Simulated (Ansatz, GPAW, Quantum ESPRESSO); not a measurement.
# Simulated XPS, UPS and emission spectra of BAs, part 6 of 7

What would valence photoemission of BAs look like, and what sets its shape?

Ansatz 0.2.0, Quantum ESPRESSO 7.5 and GPAW 26.7.0; DFT, PBE, plane-wave PAW, default files, scalar-relativistic (the session's first sound run).

So far. Step 4 (With LDA): At this level the gap is 1.13 eV on the path. Step 6 (The same cell in Quantum ESPRESSO): At this level the gap is 1.20 eV on the k-mesh of the self-consistent run, which can miss the band edges.

**9. Quantum ESPRESSO: bands**

Level of this step: DFT, PBE, plane waves, ultrasoft GBRV pseudopotentials, scalar-relativistic (Quantum ESPRESSO).

The bands are solved at chosen points on the fixed potential.

Contents of bands.in:

```
&control
  calculation = 'bands'
  prefix = 'pes'
  outdir = './tmp'
  pseudo_dir = './pp'
  verbosity = 'high'
/
&system
  ibrav = 0
  nat = 2
  ntyp = 2
  ecutwfc = 40.0
  ecutrho = 200.0
  occupations = 'smearing'
  nbnd = 12
  smearing = 'fd'
  degauss = 0.00367
/
&electrons
  conv_thr = 2e-09
  mixing_beta = 0.5
  electron_maxstep = 120
  diago_full_acc = .true.
/
ATOMIC_SPECIES
As 74.9216 as_pbe_v1.uspp.F.UPF
B 10.8100 b_pbe_v1.4.uspp.F.UPF
CELL_PARAMETERS angstrom
 0.000000000 2.388500000 2.388500000
 2.388500000 0.000000000 2.388500000
 2.388500000 2.388500000 0.000000000
ATOMIC_POSITIONS crystal
As 0.750000000 0.750000000 0.750000000
B 0.000000000 0.000000000 0.000000000
K_POINTS crystal
92
 0.00000000 0.00000000 0.00000000 1
 -0.03333333 -0.03333333 0.00000000 1
 -0.06666667 -0.06666667 0.00000000 1
 -0.10000000 -0.10000000 0.00000000 1
 -0.13333333 -0.13333333 0.00000000 1
 -0.16666667 -0.16666667 0.00000000 1
 ! [... 84 more points ...]
 -0.50000000 -0.48333333 0.01666667 1
 -0.50000000 -0.50000000 0.00000000 1
```

Launch:

```
$ OMP_NUM_THREADS=1 mpirun -n 4 pw.x -nk 4 -in bands.in > bands.out
```

Log:

```text
[banner, memory and clock lines left out]
Program PWSCF v.7.5 starts

          URL

     Atomic positions and unit cell read from directory:
     ./tmp/pes.save/

     Message from routine setup:
     using ibrav=0 with symmetry is DISCOURAGED, use correct ibrav instead

     G-vector sticks info

     bravais-lattice index     =            0
     lattice parameter (alat)  =       6.3832  a.u.
     unit-cell volume          =     183.9087 (a.u.)^3
     number of atoms/cell      =            2
     number of atomic types    =            2
     number of electrons       =         8.00
     number of Kohn-Sham states=           12
     kinetic-energy cutoff     =      40.0000  Ry
     charge density cutoff     =     200.0000  Ry
     Exchange-correlation=  SLA  PW   PBX  PBC
                           (   1   4   3   4   0   0   0)

     celldm(1)=   6.383210  celldm(2)=   0.000000  celldm(3)=   0.000000
     celldm(4)=   0.000000  celldm(5)=   0.000000  celldm(6)=   0.000000

     crystal axes: (cart. coord. in units of alat)
               a(1) = (   0.000000   0.707107   0.707107 )
               a(2) = (   0.707107   0.000000   0.707107 )
               a(3) = (   0.707107   0.707107   0.000000 )

     reciprocal axes: (cart. coord. in units 2 pi/alat)
               b(1) = ( -0.707107  0.707107  0.707107 )
               b(2) = (  0.707107 -0.707107  0.707107 )
               b(3) = (  0.707107  0.707107 -0.707107 )

     PseudoPot. # 1 for As read from file:
     ./pp/as_pbe_v1.uspp.F.UPF
     Pseudo is Ultrasoft + core correction, Zval =  5.0
     Generated by new atomic code, or converted to UPF format
     Using radial grid of  875 points,  6 beta functions with:
                l(1) =   0
                l(2) =   0
                l(3) =   1
                l(4) =   1
                l(5) =   2
                l(6) =   2
     Q(r) pseudized with  8 coefficients,  rinner =    1.300   1.300   1.300
                                                       1.300   1.300

     PseudoPot. # 2 for B  read from file:
     ./pp/b_pbe_v1.4.uspp.F.UPF
     Pseudo is Ultrasoft + core correction, Zval =  3.0
     Generated by new atomic code, or converted to UPF format
     Using radial grid of  781 points,  4 beta functions with:
                l(1) =   0
                l(2) =   0
                l(3) =   1
                l(4) =   1
     Q(r) pseudized with  8 coefficients,  rinner =    1.100   1.100   1.100

     atomic species   valence    mass     pseudopotential
     As                5.00    74.92160     As( 1.00)
     B                 3.00    10.81000     B ( 1.00)

     24 Sym. Ops. (no inversion) found

                                    s                        frac. trans.

      isym =  1     identity

 cryst.   s( 1) = (     1          0          0      )
                  (     0          1          0      )
                  (     0          0          1      )

 cart.    s( 1) = (  1.0000000 -0.0000000  0.0000000 )
                  ( -0.0000000  1.0000000  0.0000000 )
                  ( -0.0000000  0.0000000  1.0000000 )

      isym =  2     180 deg rotation - cart. axis [0,0,1]

 cryst.   s( 2) = (     0          1         -1      )
                  (     1          0         -1      )
                  (     0          0         -1      )

 cart.    s( 2) = ( -1.0000000  0.0000000  0.0000000 )
                  (  0.0000000 -1.0000000  0.0000000 )
                  (  0.0000000 -0.0000000  1.0000000 )

      isym =  3     180 deg rotation - cart. axis [0,1,0]

 cryst.   s( 3) = (     0         -1          1      )
                  (     0         -1          0      )
                  (     1         -1          0      )

 cart.    s( 3) = ( -1.0000000 -0.0000000 -0.0000000 )
                  (  0.0000000  1.0000000 -0.0000000 )
                  (  0.0000000  0.0000000 -1.0000000 )

      isym =  4     180 deg rotation - cart. axis [1,0,0]

 cryst.   s( 4) = (    -1          0          0      )
                  (    -1          0          1      )
                  (    -1          1          0      )

 cart.    s( 4) = (  1.0000000  0.0000000 -0.0000000 )
                  ( -0.0000000 -1.0000000 -0.0000000 )
                  ( -0.0000000 -0.0000000 -1.0000000 )

      isym =  5     120 deg rotation - cart. axis [-1,-1,-1]

 cryst.   s( 5) = (     0          0          1      )
[...]
cart.    s( 5) = (  0.0000000  1.0000000 -0.0000000 )
[...]
isym =  6     120 deg rotation - cart. axis [-1,1,1]

 cryst.   s( 6) = (     1         -1          0      )
[...]
cart.    s( 6) = ( -0.0000000 -1.0000000 -0.0000000 )
[...]
isym =  7     120 deg rotation - cart. axis [1,1,-1]

 cryst.   s( 7) = (    -1          1          0      )
[...]
cart.    s( 7) = ( -0.0000000  1.0000000  0.0000000 )
[...]
isym =  8     120 deg rotation - cart. axis [1,-1,1]

 cryst.   s( 8) = (     0          0         -1      )
[...]
cart.    s( 8) = (  0.0000000 -1.0000000  0.0000000 )
[...]
isym =  9     120 deg rotation - cart. axis [1,1,1]

 cryst.   s( 9) = (     0          1          0      )
[...]
cart.    s( 9) = ( -0.0000000  0.0000000  1.0000000 )
[...]
isym = 10     120 deg rotation - cart. axis [-1,1,-1]

 cryst.   s(10) = (    -1          0          1      )
[...]
cart.    s(10) = (  0.0000000 -0.0000000  1.0000000 )
[...]
isym = 11     120 deg rotation - cart. axis [1,-1,-1]

 cryst.   s(11) = (     1          0         -1      )
[...]
cart.    s(11) = (  0.0000000  0.0000000 -1.0000000 )
[...]
isym = 12     120 deg rotation - cart. axis [-1,-1,1]

 cryst.   s(12) = (     0         -1          0      )
[...]
cart.    s(12) = ( -0.0000000 -0.0000000 -1.0000000 )
[...]
isym = 13     inv. 180 deg rotation - cart. axis [1,1,0]

 cryst.   s(13) = (     1          0         -1      )
[...]
cart.    s(13) = (  0.0000000 -1.0000000  0.0000000 )
[...]
isym = 14     inv. 180 deg rotation - cart. axis [1,-1,0]

 cryst.   s(14) = (     0          1          0      )
[...]
cart.    s(14) = ( -0.0000000  1.0000000  0.0000000 )
[...]
isym = 15     inv.  90 deg rotation - cart. axis [0,0,-1]

 cryst.   s(15) = (     0         -1          0      )
[...]
cart.    s(15) = ( -0.0000000 -1.0000000 -0.0000000 )
[...]
Dynamical RAM for      wfcinit/wfcrot:       0.29 MB

     Dynamical RAM for           addusdens:       6.38 MB

     The potential is recalculated from file :
     ./tmp/pes.save/charge-density

     Starting wfcs are    8 randomized atomic wfcs +    4 random wfcs

     Band Structure Calculation
     Davidson diagonalization with overlap

     Computing kpt #:     1  of    23 on this pool

     Computing kpt #:     2  of    23 on this pool

     Computing kpt #:     3  of    23 on this pool

     Computing kpt #:     4  of    23 on this pool

     Computing kpt #:     5  of    23 on this pool

     Computing kpt #:     6  of    23 on this pool

     Computing kpt #:     7  of    23 on this pool

     Computing kpt #:     8  of    23 on this pool

     Computing kpt #:     9  of    23 on this pool

     Computing kpt #:    10  of    23 on this pool

     Computing kpt #:    11  of    23 on this pool

     Computing kpt #:    12  of    23 on this pool

     Computing kpt #:    13  of    23 on this pool

     Computing kpt #:    14  of    23 on this pool

     Computing kpt #:    15  of    23 on this pool

     Computing kpt #:    16  of    23 on this pool

     Computing kpt #:    17  of    23 on this pool

     Computing kpt #:    18  of    23 on this pool

     Computing kpt #:    19  of    23 on this pool

     Computing kpt #:    20  of    23 on this pool

     Computing kpt #:    21  of    23 on this pool

     Computing kpt #:    22  of    23 on this pool

     Computing kpt #:    23  of    23 on this pool

     ethr =  2.50E-11,  avg # of iterations = 61.0

     End of band structure calculation

          k = 0.0000 0.0000 0.0000 (   749 PWs)   bands (ev):

    -6.7495   8.6478   8.6478   8.6478  11.9475  11.9475  11.9475  13.4042
    18.3312  21.7657  21.7657  23.2421

          k =-0.0000-0.0000-0.0471 (   769 PWs)   bands (ev):

    -6.7251   8.5199   8.5280   8.5280  11.8708  12.0946  12.0946  13.5307
    18.4329  21.2043  21.7936  23.2951

          k =-0.0000-0.0000-0.0943 (   785 PWs)   bands (ev):

    -6.6520   8.1673   8.2204   8.2204  11.6833  12.4835  12.4835  13.8336
    18.7280  20.2744  21.8777  23.4548

          k = 0.0000 0.0000-0.1414 (   789 PWs)   bands (ev):

    -6.5305   7.6549   7.8157   7.8157  11.4419  13.0226  13.0226  14.1715
    19.1904  19.4014  22.0176  23.7215

          k = 0.0000 0.0000-0.1886 (   797 PWs)   bands (ev):

    -6.3610   7.0417   7.3768   7.3768  11.1780  13.6469  13.6469  14.3957
    18.7385  19.7953  22.2136  24.0955

          k =-0.0000-0.0000-0.2357 (   793 PWs)   bands (ev):

    -6.1443   6.3671   6.9384   6.9384  10.9110  14.3197  14.3197  14.3605
    18.4277  20.5050  22.4660  24.5769

          k = 0.0000 0.0000-0.2828 (   801 PWs)   bands (ev):

    -5.8815   5.6558   6.5189   6.5189  10.6553  14.0268  15.0194  15.0194
    18.4944  21.2920  22.7742  25.1646

          k = 0.0000 0.0000-0.3300 (   801 PWs)   bands (ev):

    -5.5740   4.9236   6.1295   6.1295  10.4221  13.5035  15.7324  15.7324
    18.8198  22.1248  23.1385  25.8557

          k =-0.0000-0.0000-0.3771 (   801 PWs)   bands (ev):

    -5.2240   4.1816   5.7766   5.7766  10.2196  12.9154  16.4484  16.4484
    19.2697  22.9678  23.5588  26.6428

          k =-0.0000-0.0000-0.4243 (   801 PWs)   bands (ev):

    -4.8348   3.4396   5.4648   5.4648  10.0544  12.3354  17.1577  17.1577
    19.7601  23.7788  24.0343  27.5052

          k =-0.0000-0.0000-0.4714 (   797 PWs)   bands (ev):

    -4.4112   2.7079   5.1970   5.1970   9.9316  11.7990  17.8495  17.8495
    20.2431  24.5093  24.5647  28.3451

          k = 0.0000 0.0000-0.5185 (   785 PWs)   bands (ev):

    -3.9617   1.9994   4.9755   4.9755   9.8554  11.3223  18.5078  18.5078
    20.6880  25.1111  25.1487  28.5299

          k = 0.0000 0.0000-0.5657 (   789 PWs)   bands (ev):

    -3.5016   1.3332   4.8018   4.8018   9.8296  10.9122  19.1072  19.1072
    21.0699  25.5524  25.7827  27.9379

          k = 0.0000 0.0000-0.6128 (   781 PWs)   bands (ev):

    -3.0620   0.7440   4.6770   4.6770   9.8576  10.5704  19.6073  19.6073
    21.3663  25.8317  26.4577  27.3409

          k =-0.0000-0.0000-0.6600 (   786 PWs)   bands (ev):

    -2.7102   0.3014   4.6019   4.6019   9.9426  10.2964  19.9500  19.9500
    21.5553  25.9762  26.9255  26.9255

          k = 0.0000 0.0000-0.7071 (   790 PWs)   bands (ev):

    -2.5659   0.1267   4.5768   4.5768  10.0822  10.0936  20.0737  20.0737
    21.6204  26.0195  26.7760  26.7760

          k = 0.0118 0.0118-0.7071 (   790 PWs)   bands (ev):

[...]
k = 0.0236 0.0236-0.7071 (   788 PWs)   bands (ev):

[...]
k = 0.0354 0.0354-0.7071 (   784 PWs)   bands (ev):

[...]
k = 0.0471 0.0471-0.7071 (   778 PWs)   bands (ev):

[...]
k = 0.0589 0.0589-0.7071 (   778 PWs)   bands (ev):

[...]
k = 0.0707 0.0707-0.7071 (   776 PWs)   bands (ev):

[...]
k = 0.0825 0.0825-0.7071 (   776 PWs)   bands (ev):

[...]
k = 0.0943 0.0943-0.7071 (   776 PWs)   bands (ev):

[...]
k = 0.5303-0.0000-0.5303 (   786 PWs)   bands (ev):

[...]
k = 0.4950-0.0000-0.4950 (   782 PWs)   bands (ev):

[...]
k = 0.3889-0.0000-0.3889 (   788 PWs)   bands (ev):

[...]
k = 0.3182-0.0000-0.3182 (   788 PWs)   bands (ev):

[...]
k = 0.2828-0.0000-0.2828 (   789 PWs)   bands (ev):

[...]
k = 0.2475-0.0000-0.2475 (   791 PWs)   bands (ev):

[...]
k = 0.1414-0.0000-0.1414 (   797 PWs)   bands (ev):

[...]
k = 0.0707-0.0000-0.0707 (   781 PWs)   bands (ev):

[...]
k = 0.0354-0.0000-0.0354 (   769 PWs)   bands (ev):

[...]
k = 0.0000 0.0000 0.0000 (   749 PWs)   bands (ev):

[...]
k = 0.3300-0.0000-0.7071 (   772 PWs)   bands (ev):

[...]
k = 0.2828-0.0000-0.7071 (   772 PWs)   bands (ev):

[...]
k = 0.2593-0.0000-0.7071 (   772 PWs)   bands (ev):

[...]
k = 0.2357-0.0000-0.7071 (   772 PWs)   bands (ev):

[...]
k = 0.2121-0.0000-0.7071 (   776 PWs)   bands (ev):

[...]
k = 0.1886-0.0000-0.7071 (   776 PWs)   bands (ev):

[...]
k = 0.1650 0.0000-0.7071 (   774 PWs)   bands (ev):

    -2.4958   0.3046   3.9098   4.0101  11.3788  11.4845  18.5926  18.8989
    21.1385  24.6847  25.0299  27.5370

          k = 0.1414 0.0000-0.7071 (   772 PWs)   bands (ev):

    -2.5122   0.2608   4.0531   4.1277  11.0679  11.1479  18.9556  19.2464
    21.1990  24.8277  25.1909  27.4725

          k = 0.1179 0.0000-0.7071 (   776 PWs)   bands (ev):

    -2.5273   0.2218   4.1907   4.2429  10.7887  10.8474  19.2798  19.5318
    21.2774  25.0014  25.3912  27.3963

          k = 0.0943 0.0000-0.7071 (   776 PWs)   bands (ev):

    -2.5405   0.1885   4.3165   4.3501  10.5473  10.5889  19.5568  19.7498
    21.3697  25.2067  25.6348  27.3021

          k = 0.0707 0.0000-0.7071 (   780 PWs)   bands (ev):

    -2.5513   0.1619   4.4240   4.4429  10.3501  10.3785  19.7793  19.9035
    21.4643  25.4394  25.9229  27.1808

          k = 0.0471 0.0000-0.7071 (   788 PWs)   bands (ev):

    -2.5593   0.1425   4.5066   4.5151  10.2035  10.2224  19.9418  20.0022
    21.5461  25.6866  26.2487  27.0275

          k = 0.0236 0.0000-0.7071 (   788 PWs)   bands (ev):

    -2.5643   0.1307   4.5589   4.5610  10.1129  10.1262  20.0406  20.0565
    21.6011  25.9123  26.5829  26.8627

          k = 0.0000 0.0000-0.7071 (   790 PWs)   bands (ev):

    -2.5659   0.1267   4.5768   4.5768  10.0822  10.0936  20.0737  20.0737
    21.6204  26.0195  26.7760  26.7760

     XML data file, pseudopotentials, collected wavefunctions

                                        0.00s GPU  (    1528 calls)
```

Run time: 4.1 s. Hardware: 4 MPI ranks of Intel Xeon at 2.60GHz (Ice Lake), shared host.

Numbers from this step:

```yaml
gap_on_the_path: 1.182 eV
least_direct_gap_on_the_path: 3.300 eV
```

Electronic bands along the path, in eV, zero at the valence-band maximum; v1 is the highest filled band, c1 the lowest empty one:

```tsv
point	v4	v3	v2	v1	c1	c2	c3	c4
Γ	-15.40	0.00	0.00	0.00	3.30	3.30	3.30	4.76
0.47 of the way	-14.22	-3.72	-2.52	-2.52	1.77	4.86	7.08	7.08
X	-11.21	-8.52	-4.07	-4.07	1.43	1.45	11.43	11.43
0.53 of the way	-11.18	-8.40	-4.99	-3.90	1.62	2.97	10.68	10.80
U	-11.25	-8.14	-5.95	-3.48	2.05	5.58	9.28	9.82
jump to K	-11.25	-8.14	-5.95	-3.48	2.05	5.58	9.28	9.82
0.47 of the way	-13.72	-5.47	-4.07	-1.29	3.96	5.15	6.05	7.09
Γ	-15.40	0.00	0.00	0.00	3.30	3.30	3.30	4.76
0.47 of the way	-14.52	-4.55	-1.06	-1.06	3.14	4.60	4.60	7.77
L	-12.53	-8.78	-1.81	-1.81	2.72	4.80	4.80	8.98
0.53 of the way	-11.88	-8.23	-4.76	-3.22	4.05	4.88	7.68	9.11
W	-11.05	-8.06	-5.48	-5.20	5.28	6.00	6.83	7.09
0.47 of the way	-11.13	-8.30	-4.88	-4.75	3.07	3.20	9.55	9.85
X	-11.21	-8.52	-4.07	-4.07	1.43	1.45	11.43	11.43
```

The electronic bands as a text plot (rows in eV, shown from -8.0 to 4.8 only):

```
    4.5 |  +   +                 + +       ++      +++  +   +
    4.0 | +                    +++++++   ++          +++    +
    3.4 |+      +       +    ++     ++++++++       ++        +
    2.9 | ++     ++    +    +               +++++++          +
    2.4 |   ++            ++                                  +
    1.8 |     ++   ++ ++++                                     +
    1.3 |       +++++++                                         +
    0.8 |
    0.2 |                             *
   -0.3 |**                       ********
   -0.8 |  *                     *  **  * ***
   -1.4 |   *                  **  *     *   **
   -1.9 |    *                *     *          *****
   -2.4 |    **             **    **               ***
   -3.0 |      **          *     *        *         *
   -3.5 |     *  **      **       *                   **
   -4.0 |          ******       **         *         *  *       *
   -4.5 |      *               *            *         *  *   ***
   -5.1 |       *      **     *                        *  ****
   -5.6 |                *  **  *                       ****
   -6.1 |        *        **   *             *
   -6.7 |         *           *               *
   -7.2 |                    *
   -7.7 |          *      ***                  *        *
         Γ           X  U|K            Γ         L        W     X
```

The path shows an indirect gap of 1.18 eV (valence top at Γ, conduction bottom between Γ and X). The least direct gap is 3.30 eV.

(Part 6 of 7 ends here.)

[Logs are printed without paths, hosts, clocks, repeated set-up lines and the standing remarks that a program may print on its own settings, such as how far it seeks lower states.]

[Hosts, paths, dates, database ids (printed as entryN), source tags and the programs' standing remarks are cut or masked in the printed files.]

[Maps of the electrostatic potential energy from Ansatz leave out the sawtooth potential of an applied field or a dipole correction, so their vacuum need not be flat; work functions include it.]

[Peak lists hold at most the 14 tallest peaks of each spectrum; further lines can be left out.]
